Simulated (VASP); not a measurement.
Crystal: C.

```
C
1.0
     2.52210    0.00000    0.00000
    -1.26105    2.18420    0.00000
     0.00000    0.00000    8.23710
C
8
Direct
  0.66667 0.33333 0.84375
  0.33333 0.66667 0.34375
  0.66667 0.33333 0.65625
  0.33333 0.66667 0.15625
  0.00000 0.00000 0.90625
  0.00000 0.00000 0.40625
  0.00000 0.00000 0.59375
  0.00000 0.00000 0.09375
```

This is a hexagonal form of diamond, not graphite.

```yaml
Program: VASP 6.6.1
Task: relaxation of cell and atoms
Functional: PBE
Potentials_or_basis: VASP PAW PBE potentials, release 54 (C)
Cutoff: 600 eV
k_mesh: 12 × 12 × 4
Occupations: fermi-dirac, width 0.05 eV
Spin: no spin polarisation
```

At the start: pressure 2.3 GPa; volume 5.67 Å³/atom.

Q: How do energy, volume and symmetry change on relaxing?

A: Over 6 steps the energy falls by 2.6 meV/atom and the volume is 5.70 Å³/atom (+0.5 %); space group P6_3/mmc (No. 194, to 0.05 Å).

Step by step:
| step | energy change (eV) | largest force (eV/Å) | pressure (GPa) | volume (Å³) |
| --- | --- | --- | --- | --- |
| 1 | 0.0000 | 0.3284 | 2.25 | 45.38 |
| 2 | 0.0130 | 0.4678 | -2.50 | 45.90 |
| 3 | -0.0204 | 0.0439 | 0.01 | 45.60 |
| 4 | -0.0204 | 0.0374 | 0.05 | 45.60 |
| 5 | -0.0204 | 0.0409 | -0.06 | 45.61 |
| 6 | -0.0206 | 0.0041 | -0.01 | 45.60 |

Final structure:
```
C
1.0
     2.51813    0.00000    0.00000
    -1.25906    2.18076    0.00000
     0.00000    0.00000    8.30412
C
8
Direct
  0.66667 0.33333 0.84445
  0.33333 0.66667 0.34445
  0.66667 0.33333 0.65555
  0.33333 0.66667 0.15555
  0.00000 0.00000 0.90702
  0.00000 0.00000 0.40702
  0.00000 0.00000 0.59298
  0.00000 0.00000 0.09298
```
